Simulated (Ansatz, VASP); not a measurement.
**Two plane-wave programs on CdSe**

```xyz
2
Lattice="0.0000 3.0500 3.0500 3.0500 0.0000 3.0500 3.0500 3.0500 0.0000" Properties=species:S:1:pos:R:3 pbc="T T T"
Cd    0.0000    0.0000    0.0000
Se    1.5250    1.5250    1.5250
```

The cell was built by a generator and needn't be a form met in nature.

Alike in both runs: task single point; functional PBE; k mesh 6 × 6 × 6; occupations gaussian, width 0.1 eV; no spin polarisation.

|  | VASP | Ansatz |
| --- | --- | --- |
| version | VASP 6.6.1 | Ansatz 0.2.0 |
| potentials or method | VASP PAW PBE potentials, release 64 (Cd, Se) | scalar-relativistic, plane waves, PAW |
| plane-wave cutoff (eV) | 520 | 600 |
| valence electrons in the cell | 18 | 36 |

```csv
,VASP,Ansatz,Ansatz less VASP
gap on the k mesh at the Fermi level (eV),0.59,0.59,-0.001
least direct gap on the mesh (eV),0.59,0.59,-0.001
pressure (GPa),2.7,2.4,-0.30
```

The two sets of potentials don't hold the same shells in valence.
